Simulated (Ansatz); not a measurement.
Born–Oppenheimer molecular dynamics of a periodic cell of 12 atoms, TiO$_{2}$ (start crystal TiO2, start structure I4/m, volume 1.05 times the crystal's). It starts from an unrelaxed structure (largest force component 0.42 eV/Å).

Computed with DFT PBE-D3(BJ), scalar-relativistic, plane waves, PAW (Ansatz). Settings: PAW set soft_1, cutoff 420 eV, k mesh 3x3x2, fermi-dirac smearing 0.36 eV, no spin polarisation.

```yaml
ensemble: NVT, Langevin thermostat
time_step: 1.5 fs
steps_asked: 270
set_temperature: 300 K
friction: 0.02 /fs
temperature_schedule: 270 steps to 4200 K
seed: 894972
```

Frames 3 fs apart, positions in Å.

Velocities at 0.0 fs (Å/ps):

```
Ti -2.61 -3.96 1.42
Ti 3.81 -2.95 0.80
Ti 2.25 0.83 -1.33
Ti 0.16 -2.46 -2.27
O -4.07 2.94 -4.32
O 2.46 3.53 3.65
O 0.94 0.38 0.29
O -0.67 9.37 2.52
O 2.62 -3.78 -0.92
O -3.90 3.45 2.54
O -3.23 3.42 0.96
O -4.98 6.23 -0.58
```

```xyz
12
Lattice="-4.4221 4.4221 1.9185 4.4221 -4.4221 1.9185 4.4221 4.4221 -1.9185" Properties=species:S:1:pos:R:3 time_fs=0.0 energy_less_start_eV=0.000 T=275
Ti 0.025 2.585 0.000
Ti 6.259 0.025 0.000
Ti -1.837 4.397 1.919
Ti 4.397 1.837 1.919
O 1.334 4.412 0.000
O 3.010 -2.992 1.919
O 4.432 1.334 0.000
O 1.430 1.412 0.000
O 2.992 3.010 1.919
O -0.010 3.088 1.919
O 1.412 7.414 0.000
O 3.088 0.010 1.919
12
Lattice="-4.4221 4.4221 1.9185 4.4221 -4.4221 1.9185 4.4221 4.4221 -1.9185" Properties=species:S:1:pos:R:3 time_fs=3.0 energy_less_start_eV=0.015 T=233
Ti 0.018 2.573 0.005
Ti 6.270 0.017 0.003
Ti -1.830 4.399 1.915
Ti 4.398 1.830 1.912
O 1.318 4.419 -0.013
O 3.020 -2.983 1.930
O 4.436 1.331 0.002
O 1.426 1.435 0.004
O 3.003 3.002 1.915
O -0.022 3.098 1.927
O 1.400 7.424 0.004
O 3.071 0.025 1.916
12
Lattice="-4.4221 4.4221 1.9185 4.4221 -4.4221 1.9185 4.4221 4.4221 -1.9185" Properties=species:S:1:pos:R:3 time_fs=6.0 energy_less_start_eV=0.054 T=225
Ti 0.013 2.563 0.010
Ti 6.279 0.012 0.005
Ti -1.826 4.401 1.913
Ti 4.407 1.820 1.908
O 1.302 4.424 -0.024
O 3.031 -2.979 1.941
O 4.435 1.325 0.012
O 1.424 1.454 0.005
O 3.016 3.002 1.911
O -0.035 3.104 1.933
O 1.385 7.430 0.008
O 3.057 0.038 1.920
12
Lattice="-4.4221 4.4221 1.9185 4.4221 -4.4221 1.9185 4.4221 4.4221 -1.9185" Properties=species:S:1:pos:R:3 time_fs=9.0 energy_less_start_eV=0.095 T=200
Ti 0.013 2.556 0.014
Ti 6.286 0.007 0.005
Ti -1.825 4.405 1.915
Ti 4.422 1.813 1.903
O 1.287 4.429 -0.034
O 3.040 -2.981 1.945
O 4.436 1.317 0.022
O 1.425 1.473 0.014
O 3.030 3.010 1.909
O -0.052 3.110 1.934
O 1.376 7.438 0.014
O 3.049 0.046 1.927
12
Lattice="-4.4221 4.4221 1.9185 4.4221 -4.4221 1.9185 4.4221 4.4221 -1.9185" Properties=species:S:1:pos:R:3 time_fs=12.0 energy_less_start_eV=0.132 T=153
Ti 0.013 2.551 0.017
Ti 6.290 0.002 0.004
Ti -1.828 4.407 1.919
Ti 4.436 1.806 1.898
O 1.274 4.436 -0.038
O 3.051 -2.989 1.947
O 4.436 1.317 0.030
O 1.423 1.487 0.024
O 3.039 3.021 1.901
O -0.067 3.114 1.936
O 1.369 7.443 0.016
O 3.043 0.053 1.935
12
Lattice="-4.4221 4.4221 1.9185 4.4221 -4.4221 1.9185 4.4221 4.4221 -1.9185" Properties=species:S:1:pos:R:3 time_fs=15.0 energy_less_start_eV=0.150 T=185
Ti 0.018 2.549 0.017
Ti 6.291 0.001 0.007
Ti -1.833 4.411 1.924
Ti 4.448 1.802 1.895
O 1.268 4.441 -0.032
O 3.061 -3.001 1.943
O 4.445 1.321 0.039
O 1.421 1.499 0.041
O 3.041 3.034 1.892
O -0.083 3.118 1.942
O 1.367 7.449 0.018
O 3.037 0.062 1.940
12
Lattice="-4.4221 4.4221 1.9185 4.4221 -4.4221 1.9185 4.4221 4.4221 -1.9185" Properties=species:S:1:pos:R:3 time_fs=18.0 energy_less_start_eV=0.144 T=196
Ti 0.022 2.552 0.017
Ti 6.294 0.000 0.013
Ti -1.839 4.413 1.930
Ti 4.460 1.797 1.889
O 1.268 4.445 -0.012
O 3.060 -3.015 1.939
O 4.454 1.322 0.047
O 1.424 1.508 0.063
O 3.042 3.047 1.886
O -0.099 3.124 1.950
O 1.372 7.456 0.020
O 3.025 0.074 1.942
12
Lattice="-4.4221 4.4221 1.9185 4.4221 -4.4221 1.9185 4.4221 4.4221 -1.9185" Properties=species:S:1:pos:R:3 time_fs=21.0 energy_less_start_eV=0.145 T=205
Ti 0.024 2.556 0.018
Ti 6.295 0.002 0.017
Ti -1.844 4.416 1.932
Ti 4.469 1.794 1.882
O 1.274 4.444 0.011
O 3.056 -3.028 1.931
O 4.464 1.324 0.054
O 1.431 1.519 0.077
O 3.044 3.059 1.880
O -0.114 3.126 1.958
O 1.377 7.461 0.022
O 3.010 0.085 1.941
12
Lattice="-4.4221 4.4221 1.9185 4.4221 -4.4221 1.9185 4.4221 4.4221 -1.9185" Properties=species:S:1:pos:R:3 time_fs=24.0 energy_less_start_eV=0.162 T=256
Ti 0.024 2.561 0.021
Ti 6.296 0.010 0.019
Ti -1.848 4.417 1.936
Ti 4.478 1.793 1.875
O 1.284 4.441 0.034
O 3.053 -3.048 1.921
O 4.479 1.333 0.064
O 1.439 1.523 0.093
O 3.043 3.068 1.876
O -0.130 3.131 1.971
O 1.385 7.468 0.017
O 2.990 0.090 1.947
12
Lattice="-4.4221 4.4221 1.9185 4.4221 -4.4221 1.9185 4.4221 4.4221 -1.9185" Properties=species:S:1:pos:R:3 time_fs=27.0 energy_less_start_eV=0.211 T=313
Ti 0.028 2.562 0.020
Ti 6.298 0.016 0.021
Ti -1.852 4.418 1.942
Ti 4.486 1.790 1.866
O 1.303 4.432 0.049
O 3.045 -3.062 1.910
O 4.497 1.347 0.070
O 1.447 1.517 0.115
O 3.042 3.067 1.874
O -0.149 3.134 1.984
O 1.396 7.473 0.001
O 2.965 0.095 1.950
12
Lattice="-4.4221 4.4221 1.9185 4.4221 -4.4221 1.9185 4.4221 4.4221 -1.9185" Properties=species:S:1:pos:R:3 time_fs=30.0 energy_less_start_eV=0.295 T=306
Ti 0.034 2.560 0.020
Ti 6.298 0.020 0.024
Ti -1.857 4.420 1.946
Ti 4.493 1.792 1.860
O 1.321 4.423 0.061
O 3.034 -3.085 1.901
O 4.515 1.361 0.075
O 1.453 1.510 0.140
O 3.041 3.053 1.868
O -0.166 3.132 1.984
O 1.405 7.477 -0.023
O 2.937 0.097 1.954
12
Lattice="-4.4221 4.4221 1.9185 4.4221 -4.4221 1.9185 4.4221 4.4221 -1.9185" Properties=species:S:1:pos:R:3 time_fs=33.0 energy_less_start_eV=0.385 T=239
Ti 0.042 2.558 0.022
Ti 6.296 0.017 0.026
Ti -1.859 4.423 1.948
Ti 4.499 1.796 1.855
O 1.330 4.413 0.077
O 3.026 -3.108 1.890
O 4.530 1.375 0.076
O 1.460 1.508 0.167
O 3.045 3.034 1.860
O -0.173 3.124 1.980
O 1.416 7.477 -0.046
O 2.921 0.100 1.953
```

Of the whole run (405 fs, mean temperature of the second half 2928 K): The schedule's set-point averaged 3225 K over the second half and the system 2928 K. A run of 0.41 ps of so small a system gives no equilibrium averages. Limits of this set-up: coarse k mesh.

The run took 44 min on 1 thread of Arm Neoverse V1 (shared host), peak memory 0.53 GiB.
